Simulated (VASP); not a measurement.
Input of a VASP 6.6.1 run:

Contents of INCAR:

```
ALGO = Fast
EDIFF = 1E-6
EDIFFG = -0.01
ENCUT = 600
GGA = PE
IBRION = 2
ISIF = 3
ISMEAR = 0
IVDW = 12
KPAR = 2
LASPH = True
LCHARG = False
LREAL = False
LWAVE = False
NELM = 60
NSW = 60
PREC = Accurate
SIGMA = 0.02
```

The input KPOINTS:

```
k-points
0
Gamma
  6 6 6
```

POSCAR

```
BaZrO3
1.0
    4.1913400000      0.0000000000      0.0000000000
    0.0000000000      4.1913400000      0.0000000000
    0.0000000000      0.0000000000      4.1913400000
Ba Zr O
1 1 3
Direct
    0.0000000000      0.0000000000      0.0000000000
    0.5000000000      0.5000000000      0.5000000000
    0.5000000000      0.5000000000      0.0000000000
    0.5000000000      0.0000000000      0.5000000000
    0.0000000000      0.5000000000      0.5000000000
```

Potentials or basis: VASP PAW PBE potentials, release 64 (Ba_sv, Zr_sv, O).

Launch:

```console
$ cat potpaw_PBE.64/Ba_sv/POTCAR potpaw_PBE.64/Zr_sv/POTCAR potpaw_PBE.64/O/POTCAR > POTCAR
$ mpirun -np 2 vasp_std > vasp.out
```

(1) Estimate the dispersion energy per atom.

(2) Estimate the band gap on the k mesh.

(3) What does it give for the relaxed cell?

(4) Estimate the relaxed volume.

## Answers

(1) -0.242 eV.

(2) 3.16 eV, indirect (least direct gap 3.40 eV).

(3) a = 4.211 Å, b = 4.211 Å, c = 4.211 Å, α = 90.00°, β = 90.00°, γ = 90.00°.

(4) 14.93 Å³/atom.

Caveat: spin-orbit coupling is left out, which moves the levels of the heavy elements.
